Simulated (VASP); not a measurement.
Input of a VASP 6.6.1 run:

File INCAR:

```
PREC     = Accurate       # precision mode
ENCUT    = 520            # plane-wave cutoff, eV
EDIFF    = 1E-6           # SCF threshold, eV
ISMEAR   = -1             # smearing method
SIGMA    = 0.1            # smearing width, eV
LREAL    = F              # projectors in reciprocal space
LASPH    = T              # aspherical terms in the spheres
NELM     = 100            # most SCF steps
ALGO     = Normal         # electronic algorithm
ISIF     = 2              # what is computed and relaxed
LWAVE    = F              # write WAVECAR
LCHARG   = F              # write CHGCAR
GGA      = PS             # functional
NBANDS   = 20             # bands
```

The input KPOINTS:

```
regular mesh
0
Gamma
  11 11 6
```

File POSCAR:

```
Tl
1.0
    3.3949470000      0.0000000000      0.0000000000
   -1.6974740000      2.9401120000      0.0000000000
    0.0000000000      0.0000000000      5.4533780000
Tl
2
Direct
    0.3333000000      0.6667000000      0.2500000000
    0.6666000000      0.3333000000      0.7500000000
```

Potentials or basis: VASP PAW PBE potentials, release 64 (Tl_d).

Launch:

```console
$ cat potpaw_PBE.64/Tl_d/POTCAR > POTCAR
$ mpirun -np 1 vasp_std > vasp.out
```

Question: Estimate the band gap on the k mesh.

Answer: None (metal or under the smearing width).

Question: Estimate the pressure.

Answer: 1.9 GPa.

Caveat: the PAW data sets were made with another functional, which shifts forces and pressure a little. Spin-orbit coupling is left out, which matters for the levels of Tl.
